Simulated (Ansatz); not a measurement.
**ZnAu: convergence with the PAW cutoff**

One table from this session's results is given with a row withheld; the runs are named, their logs left out.

Method: DFT, PBE, PAW with Ansatz's default frozen-core files, scalar-relativistic, in Ansatz 0.2.0.

## Starting point

The structure is cubic, space group Pm-3m (No. 221). The conventional cell has a = 3.147 Å, b = 3.147 Å, c = 3.147 Å, α = 90.00°, β = 90.00°, γ = 90.00°. Zn (site symmetry m-3m) is surrounded by 8 Au at 2.73 Å. Au (site symmetry m-3m) has 8 Zn at 2.73 Å as nearest neighbours.

Structure file:

```cif
data_structure
_symmetry_space_group_name_H-M 'P 1'
_symmetry_Int_Tables_number 1
_cell_length_a 3.1470
_cell_length_b 3.1470
_cell_length_c 3.1470
_cell_angle_alpha 90.000
_cell_angle_beta 90.000
_cell_angle_gamma 90.000
_cell_volume 31.17
loop_
_atom_site_label
_atom_site_type_symbol
_atom_site_fract_x
_atom_site_fract_y
_atom_site_fract_z
_atom_site_occupancy
Zn1 Zn 0.50000 0.50000 0.50000 1
Au1 Au 0.00000 0.00000 0.00000 1
```

The cell comes from a crystallographic database entry that wasn't checked; take it as a given geometry, which may be far from equilibrium.

Atoms are numbered in the order of the input: Zn1, Au2.

The first run:

Input file input.yaml:

```yaml
crystal:
  lattice:
    - [3.147, 0.0, 0.0]
    - [0.0, 3.147, 0.0]
    - [0.0, 0.0, 3.147]
  atoms:
    - { symbol: Zn, position: [0.5, 0.5, 0.5] }
    - { symbol: Au, position: [0.0, 0.0, 0.0] }
kpoints:
  mp_grid: { grid: [12, 12, 12] }
scf:
  occupations: { method: fermi_dirac, width: 0.05 }
hamiltonian:
  xc: pbe
  pseudopotentials: { kind: paw }
output:
  forces: true
  stress: true
  eigenvalues: true
  efg: { contact_densities: true }
basis:
  ecutwfc: 150
```

Steps of the session up to this table: With PAW files, cutoff 150 eV; With PAW files, cutoff 200 eV; With PAW files, cutoff 300 eV; With PAW files, cutoff 350 eV; With PAW files, cutoff 500 eV.

One of the session's tables, all rows but one given; the rest of the session is left out.

It belongs to the step «The sweep in one table». 

```
cutoff (eV)  pressure (GPa)
        150          -23.45
        200            6.82
        300            5.06
        350               ?
        500            4.84
```

Q: Estimate the row for cutoff (eV) = 350 from the others.

Worked estimate for «pressure (GPa)». A straight line through the neighbours (300, 5.06) and (500, 4.84) gives 5.06 + (4.84 − 5.06) × (350 − 300) / (500 − 300) = 5.00; a parabola fitted to 3 rows on both sides gives 4.59.

**Answer.** pressure (GPa): 4.99. In «pressure (GPa)» the line misses by +0.01 and the parabola by -0.40.

Energies are those extrapolated to zero smearing.

To keep in mind: Warnings in the runs' records: gradients without spin orbit, cutoff below recommended.
